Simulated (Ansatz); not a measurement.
AlN: N vacancy

Computed with DFT PBE, scalar-relativistic, plane waves, PAW in Ansatz. (420 eV cutoff, 2×2×2 k-mesh, Gaussian smearing of 0.01 eV, collinear spin in charge 0, +2 alone)

Host crystal, relaxed:

```
Al N
1.0
     0.00000    2.20159    2.20159
     2.20159    0.00000    2.20159
     2.20159    2.20159    0.00000
Al N
1 1
Cartesian
  0.0000 0.0000 0.0000
  3.3024 3.3024 3.3024
```

Supercell of 32 atoms, rows in host cell vectors: 1 1 -3; -3 1 1; 1 1 1. Atoms relax at the host's cell, keeping the symmetry that the supercell leaves at the site. The cell is small, so energies carry finite-size errors of tenths of an eV. The host's Kohn–Sham gap is 3.31 eV.

Defect: N vacancy, charge +1.

Command:

```bash
ansatz run input.yaml --threads 4 --pin off --max-ram 8192MiB --backend cpu --events-out ev --progress --plain --runs-dir out
```

The input:

```yaml
crystal:
  lattice:
    - [-4.4031742015, -4.4031742015, 4.4031742015]
    - [4.4031742015, -4.4031742015, -4.4031742015]
    - [4.4031742015, 4.4031742015, 4.4031742015]
  atoms:
    - { symbol: Al, position: [0.25, 0.0061794941, 0.75] }
    - { symbol: Al, position: [0.0007469218, 0.0002601354, 0.0002601354] }
    - { symbol: Al, position: [0.5061794941, 0.75, 0.75] }
    - { symbol: Al, position: [0.25, 0.75, 0.0061794941] }
    - { symbol: Al, position: [-0.0002601354, 0.75, 0.2504867865] }
    - { symbol: Al, position: [0.7495132135, -0.0007469218, 0.2495132135] }
    - { symbol: Al, position: [0.5002601354, 0.0002601354, 0.5007469218] }
    - { symbol: Al, position: [-0.0002601354, 0.2504867865, 0.75] }
    - { symbol: Al, position: [0.7504867865, 0.4997398646, 0.75] }
    - { symbol: Al, position: [0.5002601354, 0.5007469218, 0.0002601354] }
    - { symbol: Al, position: [0.25, 0.4997398646, 0.2504867865] }
    - { symbol: Al, position: [-0.0061794941, 0.4938205059, 0.4938205059] }
    - { symbol: Al, position: [0.7504867865, 0.75, 0.4997398646] }
    - { symbol: Al, position: [0.7495132135, 0.2495132135, -0.0007469218] }
    - { symbol: Al, position: [0.4992530782, 0.2495132135, 0.2495132135] }
    - { symbol: Al, position: [0.25, 0.2504867865, 0.4997398646] }
    - { symbol: "N", position: [2.5371e-06, 0.75, -0.0007478639] }
    - { symbol: "N", position: [0.4992521361, 0.5000025371, 0.75] }
    - { symbol: "N", position: [0.25, 0.5000025371, -0.0007478639] }
    - { symbol: "N", position: [0.0007478639, 0.5007478639, 0.250750401] }
    - { symbol: "N", position: [0.75, 0.75, 0.25] }
    - { symbol: "N", position: [0.4992521361, 0.75, 0.5000025371] }
    - { symbol: "N", position: [2.5371e-06, -0.0007478639, 0.75] }
    - { symbol: "N", position: [0.75, 0.25, 0.75] }
    - { symbol: "N", position: [0.4999974629, 0.249249599, -2.5371e-06] }
    - { symbol: "N", position: [0.25, 0.25, 0.25] }
    - { symbol: "N", position: [0.0007478639, 0.250750401, 0.5007478639] }
    - { symbol: "N", position: [0.750750401, 0.5007478639, 0.5007478639] }
    - { symbol: "N", position: [0.749249599, -2.5371e-06, -2.5371e-06] }
    - { symbol: "N", position: [0.4999974629, -2.5371e-06, 0.249249599] }
    - { symbol: "N", position: [0.25, -0.0007478639, 0.5000025371] }
  host:
    lattice:
      - [0.0, 2.2015871008, 2.2015871008]
      - [2.2015871008, 0.0, 2.2015871008]
      - [2.2015871008, 2.2015871008, 0.0]
    atoms:
      - { symbol: Al, position: [0.0, 0.0, 0.0] }
      - { symbol: "N", position: [0.75, 0.75, 0.75] }
total_charge: 1
basis:
  ecutwfc: 420
  xc_grid: 2
kpoints:
  mp_grid: { grid: [2, 2, 2], shift: [0.0, 0.0, 0.0] }
hamiltonian:
  xc: pbe
scf:
  occupations: { method: gaussian, width: 0.01 }
output:
  forces: true
  stress: false
  eigenvalues: true
  charged_corrections:
    defect_position: [0.25, 0.75, 0.75]
    epsilon: [[8.6591, 0.0, 0.0], [0.0, 8.6591, 0.0], [0.0, 0.0, 8.6591]]
  write_density: true
  write_potential: true
  elf: true
  volumetric_format: npy
relax:
  adjacent_minimum: "off"
  f_tol: 0.025
  max_steps: 45
```

From the output:

```
Warning: RAYON_NUM_THREADS=4 ignored (pool sized by the plan → 4); use --threads N
Crystal: 31 atoms, lattice volume = 341.474 Å³
Basis set: ecut = 420 eV, 6699 PW (Γ), exchange–correlation on 108×108×108 points (8 copies of the dense FFT grid, shifted against one another)
Bands: 92, of which v1, the nominal top of the filled ones, is band 61 counted from 1 (60 counted from 0)
Symmetry: 24 space group operations
Space group: I-43m (ITA 217), of the structure as read, at distance tolerance 7.0e-5 Å
k-points: 3 of 8
relax step   1: F+E_penalty+E_count = -14407.85256218 eV  Δ(F+E_penalty+E_count) = +0.000e0 eV  max|allowed force component| = 9.149e-2 eV/Å  Δτ_max = 0.0000 Å
relax step   2: F+E_penalty+E_count = -14407.85684661 eV  Δ(F+E_penalty+E_count) = -4.284e-3 eV  max|allowed force component| = 2.970e-2 eV/Å  Δτ_max = 0.0096 Å
relax step   3: F+E_penalty+E_count = -14407.85775732 eV  Δ(F+E_penalty+E_count) = -9.107e-4 eV  max|allowed force component| = 7.992e-3 eV/Å  Δτ_max = 0.0019 Å
SCF converged after 5 iterations
Free energy (F): -14407.857757 eV
E sigma→0 (E₀):  -14407.857757 eV
Fermi energy:    8.543927 eV
```

The relaxation gained 0.01 eV in 3 steps. The run took 4.9 s on 4 threads of Arm Neoverse V2, with other jobs on the host, peak memory 0.77 GiB.